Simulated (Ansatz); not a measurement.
# Na3Cl under changes of volume

One of the cells (28.829 Å³/atom); the others are scaled copies at fixed shape and fractional positions:

```xyz
4
Lattice="3.4864 0.0000 0.0000 0.0000 3.4864 0.0000 0.0000 0.0000 9.4870" Properties=species:S:1:pos:R:3 pbc="T T T"
Cl    0.0000    0.0000    0.0000
Na    1.7432    1.7432    1.6539
Na    1.7432    1.7432    7.8331
Na    0.0000    0.0000    4.7435
```

The cell comes from a database or a generator and needn't be the stable form of this composition.

```yaml
Program: Ansatz 0.2.0
Functional: PBEsol
Potentials_or_basis: Ansatz PAW
Cutoff: "420 eV (not typed: the program's choice for these potentials)"
k_mesh: 8 × 8 × 3
Occupations: fermi-dirac, width 0.05 eV
Spin: no spin polarisation
```

```csv
volume (Å³/atom),energy over the lowest point (meV/atom),pressure (GPa),largest force (eV/Å)
27.099,6.35,1.1,0.156
27.676,?,?,?
28.252,0.91,0.4,0.097
28.829,0.00,0.1,0.070
29.405,0.13,-0.2,0.046
29.982,1.21,-0.4,0.023
30.558,3.13,-0.6,0.002
```

Task: What does the run at 27.676 Å³/atom give?

Result: Energy over the lowest point 2.99 meV/atom; pressure 0.8 GPa; largest force 0.125 eV/Å.

Worked out: A Birch-Murnaghan fit of order 3 (a polynomial in V^(-2/3)) to the other rows has its minimum at 29.04 Å³/atom with B0 = V·E''(V) = 14.1 GPa and B' = 4.3 at fixed shape and positions, which overstates the stiffness. It gives 2.98 meV/atom at 27.676 Å³/atom, against the run's 2.99, and -dE/dV = 0.7 GPa, against 0.8.

Energies are extrapolated to zero smearing.

Caveats: the PAW data sets come from PBE, with cores solved anew for the run's functional, which leaves a small shift of forces and pressure.
